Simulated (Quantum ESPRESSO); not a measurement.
## WC and the effect of the Hubbard U on W d

```xyz
2
Lattice="2.9065 0.0000 0.0000 -1.4532 2.5171 0.0000 0.0000 0.0000 2.8366" Properties=species:S:1:pos:R:3 pbc="T T T"
W     0.0000    0.0000    0.0000
C     1.4533    0.8390    1.4183
```

Kept alike: task projected density of states; functional PBEsol; k mesh 10 × 10 × 9; occupations fermi-dirac, width 0.05 eV; no spin polarisation. Program: Quantum ESPRESSO, SSSP 1.3 efficiency PBE, cutoff 748 eV. The mesh is that of the run's cell of 2 atoms. No spin-orbit coupling.

| Hubbard U on W d, U (eV) | pressure (GPa) |
| --- | --- |
| 0 | -2.14 |
| 1 | -1.95 |
| 2 | -1.75 |
| 3 | -1.54 |
| 4 | -1.32 |
| 5 | -1.08 |
| 6 | -0.80 |
| 8 | -0.15 |

Pressure is positive in compression; the values hold the error of the finite cutoff, so their zero can differ a little from the energy's minimum. U acts here on a shell without spin polarisation. For a metal such a mesh leaves the last digits unconverged. How U acts hangs on the program's projectors. All rows use potentials made for PBE.

The pressure rises from -2.14 to -0.15 GPa between 0 and 8 eV. U localises the shell and weakens its bonds, so the cell pushes outwards.
